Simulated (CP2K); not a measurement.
The system is HfO2.

```
Hf O
1.0
     3.55802    0.00000    0.00000
     0.00000    3.55802    0.00000
     0.00000    0.00000    5.17186
Hf O
2 4
Direct
  0.00000 0.00000 0.00000
  0.50000 0.50000 0.50000
  0.00000 0.50000 0.19721
  0.50000 0.00000 0.30279
  0.50000 0.00000 0.80279
  0.00000 0.50000 0.69721
```

Measurements of this composition are mostly on another form, of space group No. 14.

Base run:

- Program: CP2K 2026.2
- Functional: vdW-DF-cx
- Potentials or basis: POTENTIAL_UZH Hf GTH-PBE-q12, O GTH-PBE-q6; DZVP-MOLOPT-PBE-GTH basis
- Density cutoff: 11565 eV
- k mesh: 8 × 8 × 5
- Occupations: fermi-dirac, width 0.05 eV
- Spin: no spin polarisation

Its results: band gap on the k mesh 4.83 eV, indirect (least direct gap 4.92 eV); pressure -1.1 GPa; largest force 0.054 eV/Å.

**Question.** After a change of settings the same cell gave: band gap on the k mesh 4.87 eV, indirect (least direct gap 4.95 eV); pressure 10.5 GPa; largest force 1.690 eV/Å. Which change was it?
A. functional from vdW-DF-cx to BLYP
B. functional from vdW-DF-cx to TPSS
C. functional from vdW-DF-cx to LDA
D. functional from vdW-DF-cx to rev-vdW-DF2

**Answer.** A.

Caveats: the potentials were made for another functional, which shifts forces and pressure; spin-orbit coupling is left out, which moves the levels of the heavy elements; the basis of atomic orbitals isn't converged, which shifts pressures, moduli and gaps.

Runs at the PBE level aren't shown here.
